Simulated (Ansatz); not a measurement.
```
CELL_PARAMETERS angstrom
      4.17598     0.00000     0.00000
      0.00000     4.17598     0.00000
      0.00000     0.00000     4.17598
ATOMIC_POSITIONS crystal
  Ba 0.50000 0.50000 0.50000
  Sn 0.00000 0.00000 0.00000
  O  0.00000 0.50000 0.00000
  O  0.50000 0.00000 0.00000
  O  0.00000 0.00000 0.50000
```

Calculation: PBE, rigid bands (plane waves, PAW, scalar-relativistic; Ansatz, a program for electronic structure). Condition of this run: functional PBE, cell relaxed with it. Cell: cell and atoms relaxed with PBE.

### Question
Predict the electron conductivity mass (n e² τ/σ) at 300 K, by direction if it differs.

### Answer
0.143 mₑ.

### Question
What conductivity effective mass do dilute holes have at 300 K?

### Answer
2.0 mₑ.

### Question
And the band gap?

### Answer
0.48 eV at this level; semilocal functionals usually fall short of the measured gap.

Rigid bands, one relaxation time for all states, no polarons. Spin-orbit coupling is left out; where it splits the top of the valence band it changes the hole mass and lowers the gap by about a third of the splitting.
